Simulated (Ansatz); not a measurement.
# Ag: enthalpy against pressure

Ag, Im-3m, a = 3.225 Å. This isn't the element's structure at ambient conditions. Ansatz: PBEsol, PAW, 420 eV, Γ-centred 18×18×18 mesh on 1 atom, Gaussian smearing 0.10 eV; no spin polarisation. Cell and atoms are relaxed at each pressure, and no other structure is tried, so the rows at high pressure may lie past a change of phase. y is the enthalpy over the state at zero pressure; there V0 = 16.773 Å³/atom. The pressures are the targets, met within 0.06 GPa.

```tsv
P (GPa)	y (eV/atom)
-1.0	-0.1052
0.0	0.0000
1.0	0.1042
4.0	0.4120
12.0	?
25.0	2.4132
50.0	4.5799
90.0	7.7565
```

Q: Fit y = c1 P + c2 P² + c3 P³ to the other rows, say what c1 and c2 mean, and predict the missing value.

A: Least squares on the rows shown. y = 0.10293 P − 0.00027811 P² + 1.0228×10⁻⁶ P³. Since dH/dP = V, c1 is V0: 0.10293 eV/GPa × 160.2 = 16.489 Å³ against 16.773; c2 = −V0/(2B0) gives B0 = 185 GPa, where a Birch–Murnaghan fit to the volumes of the same runs (not shown) gives 114 GPa: a cubic over this range folds the higher terms into c2. At P = 12.0 the fit asked for gives 1.1969 eV/atom. The run gave 1.2022 eV/atom, so the fit is 0.0053 eV/atom too low, 0.067 % of the span of the series, against an rms of 0.0024 eV/atom on the fitted rows. With a term in P⁴ added, a fit to the same known rows predicts 1.2027 eV/atom, so most of the miss is curvature that the known rows already hold.

The mesh isn't the same in all rows (18×18×18, 20×20×20).